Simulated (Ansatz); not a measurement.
The reference is SrF2 in the fluorite structure (space group Fm-3m, No. 225; a = 5.8573 Å). Axes: x, y, z lie along the cube axes.

Calculations: PBE in Ansatz (plane waves to 420 eV, PAW, no spin-orbit coupling).

The change: the cell is stretched by 1.91 % along z with no lateral relaxation; the atoms relax in the strained cell.

Task: Predict the stress tensor and what it implies for the stiffness.

Result: Stress of the strained cell less that of the base (GPa, compression positive):
```
  -0.69    0.00    0.00
   0.00   -0.69    0.00
   0.00    0.00   -2.14
```

Then −Δσ_ii/ε with ε = 0.0191 gives secant stiffness values (nonlinear terms included at this strain): C33 ≈ 112 GPa, C13 ≈ 36 GPa and C23 ≈ 36 GPa.

Whether these cells are dynamically stable was not tested.

Ansatz is a program for electronic structure.
